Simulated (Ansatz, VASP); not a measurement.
# Al in VASP and in Ansatz

File INCAR:

```
  PREC = Accurate
  ENCUT = 520
  EDIFF = 1E-6
  ISMEAR = -1
  SIGMA = 0.05
  LREAL = False
  LASPH = True
  NELM = 100
  ALGO = Normal
  ISIF = 2
  LWAVE = False
  LCHARG = False
  GGA = PE
  NBANDS = 8
```

KPOINTS

```
regular mesh
0
Gamma
  18 18 18
```

File POSCAR:

```
Al
1.0
    0.0000000000      1.7043011470      1.7043011470
    1.7043011470      0.0000000000      1.7043011470
    1.7043011470      1.7043011470      0.0000000000
Al
1
Direct
    0.0000000000      0.0000000000      0.0000000000
```

Input for Ansatz:

```yaml
crystal:
  lattice:
    - [0.0, 1.704301147, 1.704301147]
    - [1.704301147, 0.0, 1.704301147]
    - [1.704301147, 1.704301147, 0.0]
  atoms:
    - { symbol: Al, position: [0.0, 0.0, 0.0] }
kpoints:
  mp_grid: { grid: [18, 18, 18] }
  band_path:
    path:
      - [0.0, 0.0, 0.0]
      - [0.5, 0.0, 0.5]
      - [0.625, 0.25, 0.625]
      - [0.375, 0.375, 0.75]
      - [0.0, 0.0, 0.0]
      - [0.5, 0.5, 0.5]
      - [0.5, 0.25, 0.75]
      - [0.5, 0.0, 0.5]
    npoints: 8
scf:
  occupations: { method: fermi_dirac, width: 0.05 }
hamiltonian:
  xc: pbe
  pseudopotentials: { kind: paw }
output:
  forces: true
  stress: true
  eigenvalues: true
  populations: true
  dos: { projected: true, de: 0.2, e_range: [-14, 8] }
  write_density: true
  write_potential: true
  elf: true
  volumetric_format: npy
```

Change from the starting cell: volume scaled by 0.6, PAW files.

Alike in both runs: task single point; functional PBE; k mesh 18 × 18 × 18; occupations fermi-dirac, width 0.05 eV; no spin polarisation.

```csv
,VASP,Ansatz
version,VASP 6.6.1,Ansatz 0.2.0
potentials or method,"VASP PAW PBE potentials, release 64 (Al)","PAW with Ansatz's default frozen-core files, scalar-relativistic"
plane-wave cutoff (eV),520,420
valence electrons in the cell,3,3
```

```csv
,VASP,Ansatz,Ansatz less VASP
pressure (GPa),119.2,118.9,-0.30
```

Caveats: the cell as given lies far from equilibrium; so large a pressure means that the cell lies far from this level's equilibrium, or that cutoff or potentials fall short (VASP).
